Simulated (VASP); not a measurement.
Write the native input for VASP 6.6.1 that does the following.

```
Task                   : relaxation of cell and atoms
Functional             : PBE
Potentials or basis    : VASP PAW PBE potentials, release 64 (Cu, Au)
Cutoff                 : 600 eV
k mesh                 : 10 × 10 × 10
Occupations            : methfessel-paxton, width 0.1 eV
Spin                   : no spin polarisation
Further INCAR settings : ALGO = Normal; EDIFF = 1e-06; IBRION = 2; EDIFFG = -0.01; NSW = 90; ISIF = 3
```

The structure of Cu3Au lies in POSCAR:

```
Cu3Au
1.0
    3.7400000000      0.0000000000      0.0000000000
    0.0000000000      3.7400000000      0.0000000000
    0.0000000000      0.0000000000      3.7400000000
Cu Au
3 1
Direct
    0.0000000000      0.5000000000      0.5000000000
    0.5000000000      0.0000000000      0.5000000000
    0.5000000000      0.5000000000      0.0000000000
    0.0000000000      0.0000000000      0.0000000000
```

These files were run (other wordings do the same):

INCAR

```
SYSTEM = Cu3Au
ALGO = Normal
EDIFF = 1E-6
EDIFFG = -0.01
ENCUT = 600
GGA = PE
IBRION = 2
ISIF = 3
ISMEAR = 1
LASPH = .TRUE.
LCHARG = .FALSE.
LREAL = .FALSE.
LWAVE = .FALSE.
NELM = 80
NSW = 90
PREC = Accurate
SIGMA = 0.1
```

KPOINTS

```
k-points
0
G
  10 10 10
  0 0 0
```

Potentials or basis: VASP PAW PBE potentials, release 64 (Cu, Au).

Command:

```bash
$ cat potpaw_PBE.64/Cu/POTCAR potpaw_PBE.64/Au/POTCAR > POTCAR
$ mpirun -np 1 vasp_std > vasp.out
```

Results of the run:

The relaxed volume is 13.53 Å³/atom and the relaxed cell is a = 3.783 Å, b = 3.783 Å, c = 3.783 Å, α = 90.00°, β = 90.00°, γ = 90.00°. The space group after relaxing (to 0.05 Å) is Pm-3m (No. 221) and the energy gained by relaxing is 7.0 meV/atom. The ionic steps are 3 and the pressure after relaxing is 0.0 GPa. The band gap on the k mesh is none (metal or under the smearing width).

Run time: 3.1 min on 1 thread of Intel(R) Xeon(R) Platinum 8259CL CPU @ 2.50GHz (Skylake/Cascade Lake), on a shared host, peak memory 0.23 GiB.
